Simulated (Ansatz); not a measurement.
# TiSi (Cmmm) in Ansatz: single point with PBEsol

Aim: the single point of TiSi with PBEsol.

Everything below comes from runs of Ansatz 0.2.0. Logs are shortened: lines on timing, memory, paths and dates and some standing lists are left out, and cuts for length are marked.

**1. The structure**

Symmetry: Cmmm, No. 65, orthorhombic system. Conventional cell: a = 3.632 Å, b = 4.235 Å, c = 3.804 Å, α = 90.00°, β = 90.00°, γ = 90.00°. Ti (site symmetry mmm) has 8 Si at 2.63 to 2.85 Å and 4 Ti at 2.79 Å as nearest neighbours. Si (site symmetry mmm) is surrounded by 8 Ti at 2.63 to 2.85 Å and 4 Si at 2.79 Å.

The cell comes from a database or a generator and needn't be the stable form of this composition.

**2. Single point, PBEsol**

Contents of input.yaml:

```yaml
crystal:
  lattice:
    - [1.816178, -2.117624, 0.0]
    - [1.816178, 2.117624, 0.0]
    - [0.0, 0.0, 3.803934]
  atoms:
    - { symbol: Ti, position: [0.5, 0.5, 0.0] }
    - { symbol: Si, position: [0.0, 0.0, 0.5] }
kpoints:
  mp_grid: { grid: [8, 8, 6] }
scf:
  occupations: { method: fermi_dirac, width: 0.05 }
hamiltonian:
  xc: pbesol
  pseudopotentials: { kind: all_electron, datasets: crystal }
output:
  forces: true
  stress: true
  eigenvalues: true
```

Potentials or basis: all-electron PAW datasets made for the crystal.

Launch:

```
$ ansatz run input.yaml --threads 2 --pin off --max-ram 8192MiB --backend cpu --events-out ev --progress --plain --runs-dir out
```

What it wrote:

```text
Warning: RAYON_NUM_THREADS=2 ignored (pool sized by the plan → 2); use --threads N
hamiltonian.pseudopotentials.datasets: crystal makes datasets for this crystal and solves the spheres of its atoms anew in each pass: cutoff 280.0 eV, the density's 1120.0 eV; for an error of 0.50 meV an atom under PBE, 1.0 meV for the cell; an energy difference from a run of another recipe may be off by several times the error for the cell, under r2SCAN by more, where some 0.1 meV an atom stays at smaller errors; Si in spheres of 1.249 Å, 4 of its electrons in bands; Ti in spheres of 1.376 Å, 4 of its electrons in bands, 8 on its site; only band paths and densities of states list, in semicore columns, the levels of the semicore shells that are solved separately: 3s of Ti, 3p of Ti
Engine: ansatz 0.2.0, x86_64-unknown-linux-gnu
Pseudopotentials: kind: all_electron
Pseudopotential: Ti, paw, valence charge 12, recommended cutoff 280 eV (normal), crystal/all_electron/pbesol/scalar/gaussian/Ti, Koelling and Harmon's equation, gaussian nucleus
Pseudopotential: Si, paw, valence charge 4, recommended cutoff 280 eV (normal), crystal/all_electron/pbesol/scalar/gaussian/Si, Koelling and Harmon's equation, gaussian nucleus
Functional definition: PBEsol
  exchange = pbesol_x
  correlation = pbesol_c
Crystal: 2 atoms, lattice volume = 29.260 Å³
Basis set: ecut = 280 eV, 323 PW (Γ), exchange–correlation on 32×32×48 points (8 copies of the dense FFT grid, shifted against one another)
Bands: 8, of which v1, the nominal top of the filled ones, is band 4 counted from 1 (3 counted from 0)
Symmetry: 8 space group operations
Space group: Cmmm (ITA 65), of the structure as read, at distance tolerance 3.1e-5 Å
k-points: 84 of 384
Non-local potential: Ti, projectors of the file, l = 0: 1, l = 1: 1, l = 2: 2
Non-local potential: Si, projectors of the file, l = 0: 1, l = 1: 1
PAW form: soft (Blöchl's): semilocal exchange-correlation on the pseudo side does not see the compensation charge
PAW one-centre angular grid: Ti, 590 points (default); XC on its mesh's 1951 points in the sphere
PAW one-centre angular grid: Si, 110 points (default); XC on its mesh's 1969 points in the sphere
Initial density: superposition of atomic densities (neutral atoms: chi_scale 0, normalization atom)
Initial wavefunctions: pseudopotential atomic-orbital guess
Functional: x = pbesol(κ = 0.804, μ = 0.12345679012345678), c = pbesol(β = 0.046)
iter 1 solved again at ethr=6.46e-3 eV; its pass at ethr=1.00e-1 eV (dr2=5.17e-1 eV) is discarded
SCF iter   1: F=—  HF=-31086.908372 eV  |F-HF|=—  |Δ(HF+E_count)|=         —  Δρ=4.53e-2  dr2=5.60e-1  ethr=6.46e-3  ⟨swp⟩=2.8  Hψ=4105  notcnv=0
preconditioner: auto → none  [metal: Δε(μ)=0.037 eV  Ē_g=6.419 eV  σ=0.050 eV  W_gap=0.18  n_scr=2 (ndim 8)  ℏωp=19.4 eV  f_vac=0.003  D(μ)=1.27/eV (n_scr^D=6)  sad-step TF]
SCF iter   2: F=—  HF=-31086.809932 eV  |F-HF|=—  |Δ(HF+E_count)|=   9.84e-2  Δρ=2.12e-2  dr2=1.61e-1  ethr=6.46e-3  ⟨swp⟩=2.6  Hψ=1410  notcnv=0  defer=1
SCF iter   3: F=—  HF=-31086.850521 eV  |F-HF|=—  |Δ(HF+E_count)|=   4.06e-2  Δρ=2.57e-2  dr2=4.02e-1  ethr=2.01e-3  ⟨swp⟩=3.8  Hψ=2053  notcnv=0  defer=1
iter 4 solved again at ethr=5.52e-5 eV; its pass at ethr=2.01e-3 eV (dr2=4.41e-3 eV) is discarded
SCF iter   4: F=—  HF=-31086.765971 eV  |F-HF|=—  |Δ(HF+E_count)|=   8.46e-2  Δρ=3.78e-3  dr2=4.85e-3  ethr=5.52e-5  ⟨swp⟩=2.4  Hψ=3907  notcnv=0  defer=1
SCF iter   5: F=—  HF=-31086.764506 eV  |F-HF|=—  |Δ(HF+E_count)|=   1.46e-3  Δρ=8.73e-4  dr2=2.47e-4  ethr=5.52e-5  ⟨swp⟩=3.2  Hψ=1631  notcnv=0  defer=1
SCF iter   6: F=—  HF=-31086.764725 eV  |F-HF|=—  |Δ(HF+E_count)|=   2.19e-4  Δρ=2.45e-4  dr2=1.70e-5  ethr=3.09e-6  ⟨swp⟩=3.0  Hψ=1684  notcnv=0
SCF iter   7: F=—  HF=-31086.764722 eV  |F-HF|=—  |Δ(HF+E_count)|=   3.48e-6  Δρ=6.46e-5  dr2=7.45e-7  ethr=2.13e-7  ⟨swp⟩=2.6  Hψ=1102  notcnv=0
SCF iter   8: F=—  HF=-31086.764721 eV  |F-HF|=—  |Δ(HF+E_count)|=   2.69e-7  Δρ=1.42e-5  dr2=1.33e-7  ethr=9.31e-9  ⟨swp⟩=3.1  Hψ=1320  notcnv=0
SCF iter   9: F=-31086.764721 eV  HF=-31086.764721 eV  |F-HF|=5.25e-9  |Δ(HF+E_count)|=   3.56e-8  Δρ=3.85e-6  dr2=5.81e-9  ethr=1.66e-9  ⟨swp⟩=2.2  Hψ=1053  notcnv=0
SCF 1 converged in 9 iterations: F = -31086.764722 eV  dr2 = 5.81e-9
  Residual-converged pass: ⟨swp⟩=4.5  Hψ=1704  notcnv=0  max |occ|·‖R‖ = 5.2e-6 eV (tolerance 5.3e-6 eV)  dr2=4.40e-9  dr2_onsite=1.89e-9  max |Δocc| = 6.1e-9
SCF converged after 9 iterations
Free energy (F): -31086.764722 eV
Harris-Foulkes:  -31086.764722 eV  (|F-HF|=5.25e-9)
Internal energy: -31086.753482 eV  (E = F + TS)
E sigma→0 (E₀):  -31086.759102 eV
Entropy (-TS):   -0.011240 eV (-5.620 meV/atom)
Past the cutoff: the bands carry plane waves up to 1.75 times it, of which those up to 1.5 times it add -0.000105 eV an atom, each by itself; the spheres take 0.000034 eV an atom off the energy for waves past 1.75 times it
By the cutoff:   a pressure is off by up to 0.005 GPa (1.2 times the spheres' own share and the shells' term, over an atom's volume, and 0.004 GPa: a bound that held against runs at twice the plane waves)
Past the cutoffs: a stress includes 0.0012 GPa for waves and charges beyond them, in addition to the slope of what the spheres take
In the spheres:  the bands' charges fall short by 3.8e-7 e at most (sound up to 1e-3), those of shells solved beside the bands by 1.6e-6 e (sound up to 5e-4)
Fermi energy:    14.359603 eV
--- Per-component energies (eV) ---
  E_band       = 83.299134
  E_kinetic    = 90.230537
  E_local      = -625.663083  (includes V_loc(G=0)·N_el)
  E_nonlocal   = 29.461036
  E_hartree    = 369.327873
  E_xc         = -93.921533
  E_vxc        = -106.168430  (∫ρ·V_xc dr)
  E_paw        = -31730.467140  (= ΣΔE_a)
  E_vpaw       = -2143.030137  (= ΣTr[D̂ρ^β])
  E_ewald      = -1225.537457
  E_smearing   = -0.011240  (= −TS)
  E_closure    = 2099.816285  (closes the sum)
  Σ components = -31086.764722   (vs F -31086.764722, Δ=0.00e0)
  The terms above E_closure are by the made datasets' own strengths, without shells solved beside the bands.
--- Forces (eV/Å), atoms counted from 1 ---
  atom   1  Ti     0.00000000     0.00000000     0.00000000
  atom   2  Si    -0.00000000     0.00000000     0.00000000
  max |Σ_I F_I| component: 1.97e-31 eV/Å
--- Stress (GPa, compression-positive) ---
       -3.368840       0.000000       0.000000
        0.000000      -5.530418       0.000000
        0.000000       0.000000      -3.563787
  P = ⅓ Tr σ = -4.1543 GPa (-41.543 kbar)
  It holds what live shells' own plane waves past their cutoff add
--- Band table (eV; the first three rows and the last of 84) ---
  k-point 0: bands = ["2.6556", "11.9385", "12.7057", "13.2278", "16.0230", "16.6770", "17.2485"]
  k-point 1: bands = ["2.9149", "10.4533", "13.2979", "13.7564", "15.6768", "16.4824", "17.2678"]
  k-point 2: bands = ["3.5653", "8.7139", "13.4467", "14.6052", "15.1726", "16.1638", "17.3069"]
  k-point 83: bands = ["9.5196", "10.5344", "10.9992", "11.2528", "16.4885", "16.9340", "17.0102"]
```

Run time: 2 s. Hardware: 2 threads of Intel Xeon 6975P-C (Granite Rapids), shared host; peak memory 0.48 GiB.

Results:

```
Free energy            : -31086.7647 eV
Pressure               : -4.2 GPa
Band gap on the k mesh : none (metal or under the smearing width)
```

Stress tensor (GPa, compression positive):
```
-3.37  0.00  0.00
 0.00 -5.53  0.00
 0.00  0.00 -3.56
```

Caveat: the k mesh is thin for a metal, which can move the energy by tens of meV per atom.
